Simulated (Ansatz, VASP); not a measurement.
Two plane-wave programs on BaTiO3 (Barioperovskite)

File INCAR:

```
SYSTEM = BaTiO3
PREC = Accurate ; ENCUT = 520
EDIFF = 1E-6 ; ISMEAR = -1
SIGMA = 0.05 ; LREAL = .False.
LASPH = .True. ; NELM = 80
ALGO = Normal ; ISIF = 2
LWAVE = .False. ; LCHARG = .False.
GGA = PE ; NBANDS = 28
```

File KPOINTS:

```
Automatic mesh
0
Gamma
  7 7 7
  0 0 0
```

POSCAR

```
BaTiO3
1.0
    4.0379468039      0.0000000000      0.0000000000
    0.0000000000      2.8742319127      2.8825904778
    0.0000000000     -2.8742319127      2.8825904778
Ba Ti O
1 1 3
Direct
    0.0000000000      0.0000000000      0.0000000000
    0.5000000000      0.5124000000      0.5124000000
    0.5000000000      0.9918400000      0.5052400000
    0.5000000000      0.5052400000      0.9918400000
    0.0000000000      0.4874000000      0.4874000000
```

File input.yaml:

```yaml
crystal:
  lattice:
    - [4.0379468039, 0.0, 0.0]
    - [0.0, 2.8742319127, 2.8825904778]
    - [0.0, -2.8742319127, 2.8825904778]
  atoms:
    - { symbol: Ba, position: [0.0, 0.0, 0.0] }
    - { symbol: Ti, position: [0.5, 0.5124, 0.5124] }
    - { symbol: O, position: [0.5, 0.99184, 0.50524] }
    - { symbol: O, position: [0.5, 0.50524, 0.99184] }
    - { symbol: O, position: [0.0, 0.4874, 0.4874] }
hamiltonian:
  xc: pbe
  pseudopotentials: { kind: paw }
kpoints:
  mp_grid: { grid: [7, 7, 7] }
scf:
  occupations: { method: fermi_dirac, width: 0.05 }
output:
  forces: true
  stress: true
  eigenvalues: true
  write_density: true
  write_potential: true
  elf: true
  volumetric_format: npy
```

Alike in both runs: task single point; functional PBE; k mesh 7 × 7 × 7; occupations fermi-dirac, width 0.05 eV; no spin polarisation.

|  | VASP | Ansatz |
| --- | --- | --- |
| version | VASP 6.6.1 | Ansatz 0.2.0 |
| potentials or method | VASP PAW PBE potentials, release 64 (Ba_sv, Ti_sv, O) | Ansatz PAW |
| plane-wave cutoff (eV) | 520 | 420 |
| valence electrons in the cell | 40 | 40 |

Ansatz gave:

| Item | Value |
| --- | --- |
| gap on the k mesh at the Fermi level (eV) | 1.89 |
| least direct gap on the mesh (eV) | 2.03 |
| pressure (GPa) | -3.9 |
| largest component of the traceless stress (GPa) | 0.35 |
| rms of the force components (eV/Å) | 0.185 |

Q: What did VASP give for the same quantities?

A: gap on the k mesh at the Fermi level (eV): 1.84; least direct gap on the mesh (eV): 2.01; pressure (GPa): -2.3; largest component of the traceless stress (GPa): 0.35; rms of the force components (eV/Å): 0.177.

Atom by atom the forces differ by 0.013 eV/Å (rms over components). The functional is the same, so the differences come from potentials, cutoffs and numerics.

Caveats: spin-orbit coupling is left out, which moves the levels of the heavy elements; an odd mesh through Γ misses points on the zone boundary, where band edges often lie (VASP); odd divisions of the mesh miss points on the zone boundary, where band edges often lie, so the gap on the mesh can be too wide (Ansatz); the pressure holds a Pulay correction of +0.5 GPa for the finite cutoff (Ansatz). A hybrid or GW would open this gap; PBE tends to underestimate it.
